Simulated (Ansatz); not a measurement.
Bulk crystal (GaSb) after relaxation:

```
Ga Sb
1.0
     0.00000   -3.05561   -3.05561
     3.05561    0.00000   -3.05561
     3.05561   -3.05561    0.00000
Ga Sb
1 1
Cartesian
  0.0000 0.0000 0.0000
  4.5834 -4.5834 -4.5834
```

Miller indices refer to the conventional cell of F-43m (No. 216), a = 6.111 Å, b = 6.111 Å, c = 6.111 Å, α = 90.00°, β = 90.00°, γ = 90.00°.

The (211) slab of 9 planes, 10.0 Å thick with 15 Å of vacuum as cut; outer planes GaSb (top) and GaSb (bottom).

These are results of Ansatz, DFT PBEsol, scalar-relativistic, plane waves, PAW, not measurements. Cutoff 420 eV; k points 8×4×1 on the computed 18-atom cell (Γ-centred); Gaussian smearing, width 0.10 eV; no spin polarisation. The cell repeats along c with a dipole correction in the vacuum.

The work function read from the bulk's Fermi level differs by 0.25 eV, so the slab's middle doesn't match the bulk reference (too thin, or relaxed to another structure or magnetic state).

Results for the relaxed slab:

```yaml
Surface_energy_mean_of_both_faces: 0.82 J/m²
Work_function: 3.89 eV (top), 4.16 eV (bottom)
Dipole_of_the_slab_along_+c_per_cell: 0.07 e·Å
```

Relaxation lowers the energy by 0.248 J/m² a face; the largest move is 1.191 Å.

```tsv
plane (bottom to top)	atoms	spacing to next, bulk (Å)	relaxed (Å)	change (%)	rumpling (Å)
1	GaSb	1.247	0.703	-43.6	1.338
2	GaSb	1.247	1.522	+22.0	0.231
3	GaSb	1.247	1.220	-2.2	0.406
4	GaSb	1.247	1.187	-4.9	0.225
5	GaSb	1.247	1.328	+6.5	0.028
6	GaSb	1.247	1.343	+7.6	0.201
7	GaSb	1.247	0.804	-35.5	0.318
8	GaSb	1.247	1.516	+21.5	0.726
9	GaSb				0.880
```

Spin-orbit coupling is left out, which matters for the bands of heavy elements.